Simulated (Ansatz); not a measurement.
# Ca: pressure against volume per atom

All results are calculated (Ansatz 0.2.0 development build). Equation of state of a cubic crystal from periodic Kohn-Sham density functional theory without spin; pressure corrected for the finite basis.

Cell of the first row (space group Pm-3m, No. 221):
```
CELL_PARAMETERS angstrom
3.45050 0.00000 0.00000
0.00000 3.45050 0.00000
0.00000 0.00000 3.45050
ATOMIC_POSITIONS crystal
Ca 0.00000 0.00000 0.00000
```

Settings of every row: formula Ca; structure type simple cubic; functional PBE; spin treatment none; k mesh 31x31x31; occupation method fermi-dirac; occupation width 0.061225619 eV; wave cutoff 420 eV; datasets soft-1 PAW; density cutoff ratio 4.

Limits: a cubic model structure, not a phase known at ambient conditions.

| row | volume per atom (Å³) | pressure (GPa) | energy above lowest point (meV/atom) |
| --- | --- | --- | --- |
| 1 | 41.082 | 0.698 | 5.18 |
| 2 | 41.956 | 0.433 | 2.11 |
| 3 | 42.831 | 0.19 | 0.42 |
| 4 | 43.705 | ? | ? |
| 5 | 44.579 | -0.237 | 0.75 |
| 6 | 45.453 | -0.425 | 2.56 |
| 7 | 46.327 | -0.597 | 5.36 |

Question: what pressure should row 4 give?

Worked fit of pressure. Take u = (V_r/V)^(2/3) − 1 with V_r = 43.705 Å³ an atom, which is twice the finite (Eulerian) strain; such expansions in the strain, on which the Birch-Murnaghan equation of state is built, carry the rest volume and the bulk modulus. The shown rows have u = 0.04212, 0.0276, 0.01356, -0.01311, -0.02581, -0.0381. Least squares give pressure = −0.0328 + 16.012 × u + 31.69 × u² GPa; a straight line predicts inner rows, each left out in turn, worse (root mean square 0.019 against 0.00032 GPa). All shown rows lie on it to the printed digit. The pressure vanishes at u = 0.0020, or V = 43.57 Å³ an atom, and there the bulk modulus at fixed shape and fractions is B = −V dP/dV = (2/3)(1 + u) dP/du = 10.8 GPa. The withheld row has u = 0, so the fit gives −0.0328 + 16.012 × (0) + 31.69 × (0)² = -0.033 GPa.

The calculation gave -0.033 GPa. The fit meets it to the printed digit.

The other values of row 4: energy above lowest point 0 meV/atom.
